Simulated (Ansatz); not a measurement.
# PbSe2 (I4/mcm) in Ansatz: band structure with PBEsol

Aim: the band structure of PbSe2 with PBEsol.

All numbers are computed with Ansatz 0.2.0; they aren't measurements. Logs are shortened: lines on timing, memory, paths and dates and some standing lists are left out, and cuts for length are marked.

### Step 1. The crystal as given

The structure is tetragonal, space group I4/mcm (No. 140). The conventional cell has a = 6.477 Å, b = 6.477 Å, c = 7.804 Å, α = 90.00°, β = 90.00°, γ = 90.00°. Around Pb (site symmetry 422) lie 8 Se at 3.20 Å. Se (site symmetry m2m) has 1 Se at 2.38 Å as nearest neighbours.

The cell comes from a database or a generator and needn't be the stable form of this composition.

### Step 2. Band structure, PBEsol

Input file input.yaml:

```yaml
crystal:
  lattice:
    - [-3.23863296, 3.23863296, 3.90219629]
    - [3.23863296, -3.23863296, 3.90219629]
    - [3.23863296, 3.23863296, -3.90219629]
  atoms:
    - { symbol: Pb, position: [0.75, 0.75, 0.0] }
    - { symbol: Pb, position: [0.25, 0.25, 0.0] }
    - { symbol: Se, position: [0.129816735, 0.370183265, 0.5] }
    - { symbol: Se, position: [0.870183265, 0.629816735, 0.5] }
    - { symbol: Se, position: [0.370183265, 0.870183265, 0.24036653] }
    - { symbol: Se, position: [0.629816735, 0.129816735, 0.75963347] }
hamiltonian:
  xc: pbesol
  pseudopotentials: { kind: paw }
kpoints:
  mp_grid: { grid: [6, 6, 6] }
  band_path:
    path:
      - [[0.0, 0.0, 0.0], [0.0, 0.0, 0.5], [-0.3444095964, 0.3444095964, 0.5], [-0.4222047982, 0.4222047982, 0.4222047982], [0.0, 0.0, 0.0], [0.5, 0.5, -0.5], [0.4222047982, 0.5777952018, -0.4222047982], [0.0, 0.5, 0.0], [0.25, 0.25, 0.25], [0.5, 0.5, -0.3444095964], [0.5, 0.5, -0.5]]
      - [[0.0, 0.0, 0.5], [0.25, 0.25, 0.25]]
    npoints: 14
scf:
  occupations: { method: fermi_dirac, width: 0.05 }
  n_extra_bands: 15
output:
  forces: true
  stress: true
  eigenvalues: true
  fatbands: true
```

Potentials or basis: Ansatz PAW.

Run with:

```
> ansatz run input.yaml --threads 2 --pin off --max-ram 5632MiB --backend cpu --events-out ev --progress --plain --runs-dir out
```

Standard output:

```text
Warning: RAYON_NUM_THREADS=2 ignored (pool sized by the plan → 2); use --threads N
scf.n_extra_bands = 15 over 46 filled bands (N_el = 92.0): the run solves 61 bands
Engine: ansatz 0.2.0, x86_64-unknown-linux-gnu
Pseudopotentials: kind: paw
Pseudopotential: Pb, paw, valence charge 14, recommended cutoff 420 eV (normal), Pb.paw.azcp
Pseudopotential: Se, paw, valence charge 16, recommended cutoff 420 eV (normal), Se.paw.azcp
Functional definition: PBEsol
  exchange = pbesol_x
  correlation = pbesol_c
Crystal: 6 atoms, lattice volume = 163.717 Å³
Basis set: ecut = 420 eV, 3157 PW (Γ), exchange–correlation on 90×90×90 points (8 copies of the dense FFT grid, shifted against one another)
Bands: 61, of which v1, the nominal top of the filled ones, is band 46 counted from 1 (45 counted from 0)
Symmetry: 16 space group operations
Space group: I4/mcm (ITA 140), of the structure as read, at distance tolerance 5.5e-5 Å
k-points: 30 of 216
Non-local potential: Pb, projectors of the file, l = 0: 2, l = 1: 2, l = 2: 2, l = 3: 2
Non-local potential: Se, projectors of the file, l = 0: 2, l = 1: 2, l = 2: 3, l = 3: 1
PAW form: soft (Blöchl's): semilocal exchange-correlation on the pseudo side does not see the compensation charge
PAW frozen core: Pb, regenerated for the run's functional, and the local potential with it (the file was generated under x = pbe(κ = 0.804, μ = 0.2195149727645171), c = pbe(β = 0.06672455060314922))
PAW frozen core: Se, regenerated for the run's functional, and the local potential with it (the file was generated under x = pbe(κ = 0.804, μ = 0.2195149727645171), c = pbe(β = 0.06672455060314922))
PAW one-centre angular grid: Pb, 590 points (default); XC on 64 Gauss nodes
PAW one-centre angular grid: Se, 590 points (default); XC on 64 Gauss nodes
Initial density: superposition of atomic densities (neutral atoms: chi_scale 0, normalization atom), corrected by the library's trained network
Initial wavefunctions: pseudopotential atomic-orbital guess
Functional: x = pbesol(κ = 0.804, μ = 0.12345679012345678), c = pbesol(β = 0.046)
SCF iter   1: F=—  HF=-45208.567513 eV  |F-HF|=—  |Δ(HF+E_count)|=         —  Δρ=2.30e-3  dr2=1.10e-2  ethr=1.77e-3  ⟨swp⟩=7.0  Hψ=7601  notcnv=0  defer=107
preconditioner: auto → Kerker (q_TF=auto, 2.478 Å⁻¹)  [metal: Δε(μ)=0.032 eV  Ē_g=15.209 eV  σ=0.050 eV  W_gap=0.16  n_scr=42 (ndim 8)  ℏωp=20.9 eV  f_vac=0.012  D(μ)=0.37/eV (n_scr^D=0)]
SCF iter   2: F=—  HF=-45208.563821 eV  |F-HF|=—  |Δ(HF+E_count)|=   3.69e-3  Δρ=1.41e-3  dr2=3.95e-3  ethr=1.19e-5  ⟨swp⟩=2.4  Hψ=3524  notcnv=0  defer=150
SCF iter   3: F=—  HF=-45208.563929 eV  |F-HF|=—  |Δ(HF+E_count)|=   1.08e-4  Δρ=4.56e-4  dr2=5.76e-4  ethr=4.29e-6  ⟨swp⟩=2.0  Hψ=2356  notcnv=0  defer=150
SCF iter   4: F=—  HF=-45208.564001 eV  |F-HF|=—  |Δ(HF+E_count)|=   7.14e-5  Δρ=1.83e-4  dr2=1.15e-4  ethr=6.26e-7  ⟨swp⟩=2.0  Hψ=1929  notcnv=0  defer=150
SCF iter   5: F=—  HF=-45208.564014 eV  |F-HF|=—  |Δ(HF+E_count)|=   1.33e-5  Δρ=6.35e-5  dr2=1.64e-5  ethr=1.25e-7  ⟨swp⟩=2.0  Hψ=2090  notcnv=0  defer=150
SCF iter   6: F=—  HF=-45208.564077 eV  |F-HF|=—  |Δ(HF+E_count)|=   6.35e-5  Δρ=1.85e-5  dr2=1.50e-6  ethr=1.78e-8  ⟨swp⟩=2.2  Hψ=2739  notcnv=0  defer=150
SCF iter   7: F=—  HF=-45208.564077 eV  |F-HF|=—  |Δ(HF+E_count)|=   5.45e-7  Δρ=8.44e-6  dr2=1.74e-7  ethr=1.63e-9  ⟨swp⟩=2.0  Hψ=3004  notcnv=0  defer=150
SCF iter   8: F=-45208.564077 eV  HF=-45208.564077 eV  |F-HF|=9.24e-10  |Δ(HF+E_count)|=   7.03e-8  Δρ=2.71e-6  dr2=1.53e-8  ethr=1.09e-10  ⟨swp⟩=11.8  Hψ=9298  notcnv=0
SCF 1 converged in 8 iterations: F = -45208.564077 eV  dr2 = 1.53e-8
NSCF: frozen V_eff on 156 k-points
SCF converged after 8 iterations
Free energy (F): -45208.564077 eV
Harris-Foulkes:  -45208.564077 eV  (|F-HF|=9.24e-10)
Internal energy: -45208.560938 eV  (E = F + TS)
E sigma→0 (E₀):  -45208.562508 eV
Entropy (-TS):   -0.003138 eV (-0.523 meV/atom)
Fermi energy:    8.864333 eV
--- Per-component energies (eV) ---
  E_band       = -1638.283604
  E_kinetic    = 1044.378154
  E_local      = -11923.584098  (includes V_loc(G=0)·N_el)
  E_nonlocal   = -1664.308838
  E_hartree    = 5678.048046
  E_xc         = -850.298613
  E_vxc        = -656.059612  (∫ρ·V_xc dr)
  E_paw        = -27979.685162  (= ΣΔE_a)
  E_vpaw       = 205.198299  (= ΣTr[D̂ρ^β])
  E_aug_tail   = -0.002204  (compensation charges beyond the density's cutoff)
  E_ewald      = -9517.266258
  E_core_change = 4.158035  (= ΣΔE_core)
  E_smearing   = -0.003138  (= −TS)
  E_closure    = 0.000000  (closes the sum)
  Σ components = -45208.564077   (vs F -45208.564077, Δ=0.00e0)
--- Forces (eV/Å), atoms counted from 1 ---
  atom   1  Pb    -0.00000000     0.00000000     0.00000000
  atom   2  Pb     0.00000000     0.00000000     0.00000000
  atom   3  Se    -0.12418498     0.12418498     0.00000000
  atom   4  Se     0.12418498    -0.12418498     0.00000000
  atom   5  Se    -0.12418498    -0.12418498     0.00000000
  atom   6  Se     0.12418498     0.12418498     0.00000000
  max |Σ_I F_I| component: 1.39e-17 eV/Å
--- Stress (GPa, compression-positive) ---
       -1.861310       0.000000       0.000000
        0.000000      -1.861310       0.000000
        0.000000      -0.000000      -1.859021
  P = ⅓ Tr σ = -1.8605 GPa (-18.605 kbar)
--- Band table (eV; the first three rows and the last of 30) ---
  k-point 0: bands = ["-39.2824", "-39.2819", "-39.2036", "-39.2036", "-39.1984", "-39.1984", "-39.1801", "-39.1798", "-39.1748", "-39.1745", "-39.1563", "-39.1563", "-38.9996", "-38.9996", "-38.9984", "-38.9980", "-38.9975", "-38.9972", "-38.9957", "-38.9957", "-8.2010", "-8.1967", "-8.1967", "-8.1560", "-8.1273", "-8.1238", "-8.1238", "-8.1184", "-8.1074", "-8.0902", "-6.0820", "-4.9788", "-2.6514", "-2.6514", "0.5221", "1.2372", "4.0602", "4.3645", "4.7863", "4.7863", "5.5107", "5.7187", "5.7187", "5.9333", "5.9348", "8.8058", "11.0638", "11.0638", "12.1030", "12.1030", "12.9102", "12.9102", "13.0218", "13.2837", "13.5816", "15.3902", "15.8114", "17.0159", "17.0159", "17.5151", "18.7804"]
  k-point 1: bands = ["-39.2824", "-39.2820", "-39.2036", "-39.2036", "-39.1984", "-39.1984", "-39.1800", "-39.1799", "-39.1748", "-39.1745", "-39.1563", "-39.1563", "-38.9996", "-38.9996", "-38.9983", "-38.9980", "-38.9974", "-38.9972", "-38.9958", "-38.9957", "-8.2033", "-8.1998", "-8.1890", "-8.1500", "-8.1267", "-8.1244", "-8.1235", "-8.1209", "-8.1117", "-8.0914", "-5.9725", "-5.0453", "-2.7695", "-2.6977", "0.5385", "1.0900", "3.8352", "4.2298", "4.7778", "5.3952", "5.5379", "5.6994", "6.0690", "6.2275", "6.6192", "8.1181", "10.6599", "11.1284", "11.3085", "12.0557", "12.5963", "12.6192", "12.9105", "13.7197", "13.7460", "15.3677", "15.9933", "16.6982", "17.3884", "18.0819", "18.5043"]
  k-point 2: bands = ["-39.2822", "-39.2821", "-39.2036", "-39.2036", "-39.1983", "-39.1983", "-39.1800", "-39.1799", "-39.1747", "-39.1746", "-39.1563", "-39.1563", "-38.9996", "-38.9996", "-38.9983", "-38.9981", "-38.9974", "-38.9973", "-38.9958", "-38.9958", "-8.2155", "-8.1978", "-8.1728", "-8.1387", "-8.1302", "-8.1266", "-8.1232", "-8.1211", "-8.1209", "-8.0927", "-5.7081", "-5.1628", "-3.1344", "-2.7882", "0.7596", "0.8432", "3.9930", "4.2472", "4.3727", "4.8166", "6.3140", "6.4127", "6.6821", "7.2521", "7.4169", "7.4703", "9.8760", "10.9679", "11.0370", "11.2865", "11.4948", "11.5722", "13.2578", "13.5815", "13.9792", "15.6316", "16.3189", "16.6560", "17.2538", "18.0364", "18.2034"]
  k-point 29: bands = ["-39.2824", "-39.2819", "-39.2036", "-39.2036", "-39.1984", "-39.1984", "-39.1800", "-39.1799", "-39.1748", "-39.1745", "-39.1563", "-39.1563", "-38.9996", "-38.9996", "-38.9983", "-38.9981", "-38.9974", "-38.9973", "-38.9958", "-38.9958", "-8.1920", "-8.1688", "-8.1688", "-8.1575", "-8.1391", "-8.1309", "-8.1309", "-8.1122", "-8.1113", "-8.1019", "-5.6602", "-5.0973", "-2.9204", "-2.9204", "-0.1425", "0.1026", "4.1454", "4.2310", "5.0720", "5.0720", "6.5464", "6.8116", "7.5941", "7.5941", "8.8711", "8.9227", "10.1989", "10.2048", "10.2048", "11.1472", "11.1472", "11.6816", "12.0791", "12.0791", "13.7284", "13.9694", "16.6700", "16.6700", "17.0286", "18.0173", "18.0173"]
```

Wall time 26 s (2 threads of Intel Xeon 6975P-C (Granite Rapids), shared host); peak memory 0.97 GiB.

What came out:

- Free energy: -45208.5641 eV
- Pressure: -1.9 GPa
- Largest force: 0.176 eV/Å
- Band gap on the k mesh: none (metal or under the smearing width)

Forces on the atoms (eV/Å):
```
Pb   0.000  0.000  0.000
Pb   0.000  0.000  0.000
Se  -0.124  0.124  0.000
Se   0.124 -0.124  0.000
Se  -0.124 -0.124  0.000
Se   0.124  0.124  0.000
```

Levels at the corners of the path, in eV from the Fermi level:
```csv
point,band 42,band 43,band 44,band 45,band 46,band 47,band 48,band 49,band 50,band 51
Γ,-3.15,-3.15,-2.93,-2.93,-0.06,2.20,2.20,3.24,3.24,4.05
X,-2.21,-2.16,-1.24,-1.23,-0.37,1.22,1.36,1.72,1.89,2.12
Y,-2.10,-1.26,-0.88,-0.63,-0.20,-0.03,1.83,1.91,1.91,2.56
S,-2.12,-1.41,-0.91,-0.35,-0.24,0.62,1.32,2.10,2.13,2.32
Γ,-3.15,-3.15,-2.93,-2.93,-0.06,2.20,2.20,3.24,3.24,4.05
Z,-2.05,-1.27,-1.27,0.01,0.06,1.33,1.34,1.34,2.28,2.28
S1,-2.12,-1.41,-0.91,-0.35,-0.24,0.62,1.32,2.10,2.13,2.32
N,-2.45,-2.09,-2.09,-0.84,-0.84,0.58,0.58,2.44,2.44,3.03
P,-3.34,-2.10,-2.10,-0.90,-0.90,2.02,2.02,2.43,2.43,2.60
Y1,-2.10,-1.26,-0.88,-0.63,-0.20,-0.03,1.83,1.91,1.91,2.56
Z,-2.05,-1.27,-1.27,0.01,0.06,1.33,1.34,1.34,2.28,2.28
X,-2.21,-2.16,-1.24,-1.23,-0.37,1.22,1.36,1.72,1.89,2.12
P,-3.34,-2.10,-2.10,-0.90,-0.90,2.02,2.02,2.43,2.43,2.60
```

Caveat: spin-orbit coupling is left out, which moves the levels of the heavy elements; the PAW data sets come from PBE, with cores solved anew for the run's functional, which leaves a small shift of forces and pressure.

### Step 3. The reference run

An earlier run on the cell as given: functional PBEsol; potentials or basis Ansatz PAW; cutoff 420 eV (not typed: the program's choice for these potentials); k mesh 6 × 6 × 6; occupations fermi-dirac, width 0.05 eV; no spin polarisation.

- Pressure: -1.9 GPa
- Largest force: 0.176 eV/Å
- Band gap on the k mesh: none (metal or under the smearing width)
